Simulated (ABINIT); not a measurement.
Input of an ABINIT 10.8.3 (patched build) run:

Contents of run.abi:

```
ndtset 7
getwfk -1
scalecart1 3*0.9795861087
scalecart2 3*0.9864848297
scalecart3 3*0.9932883884
scalecart4 3*1.0000000000
scalecart5 3*1.0066227096
scalecart6 3*1.0131594038
scalecart7 3*1.0196128224

pp_dirpath "./"
pseudos "Pt.GGA_PBE-JTH.xml"

acell 5.2404588053 5.2404588053 5.2404588053
rprim
     0.0000000000     0.7071067812     0.7071067812
     0.7071067812     0.0000000000     0.7071067812
     0.7071067812     0.7071067812     0.0000000000
ntypat 1
znucl 78
natom 1
typat 1
xred
     0.0000000000     0.0000000000     0.0000000000

ecut 16.0
pawecutdg 32.0

kptopt 1
ngkpt 12 12 12
nshiftk 1
shiftk 0.0 0.0 0.0

ixc 27

nband 9
occopt 3
tsmear 0.05 eV

nstep 100
tolvrs 1.0e-9

iomode 3
prtwf 1
prtden 0
prteig 0
prtebands 0
```

Potentials or basis: JTH PAW PBE v2.0.

Run with:

```sh
$ abinit run.abi > log 2>&1
```

Q: Estimate the equilibrium volume.

A: 15.35 Å³/atom.

Q: Predict the pressure derivative of the bulk modulus.

A: 5.7.

Energy against volume, from the lowest point:
```
volume (Å³/atom)  energy (meV/atom)
          14.175              74.14
          14.477              38.96
          14.778              15.76
          15.080               3.23
          15.381               0.00
          15.683               4.81
          15.985              16.82
```

Caveat: pressures at fixed basis lie under the slope of the energies; the PAW data sets were made with another functional, which shifts forces and pressure a little. Spin-orbit coupling is left out, which matters for the levels of Pt.
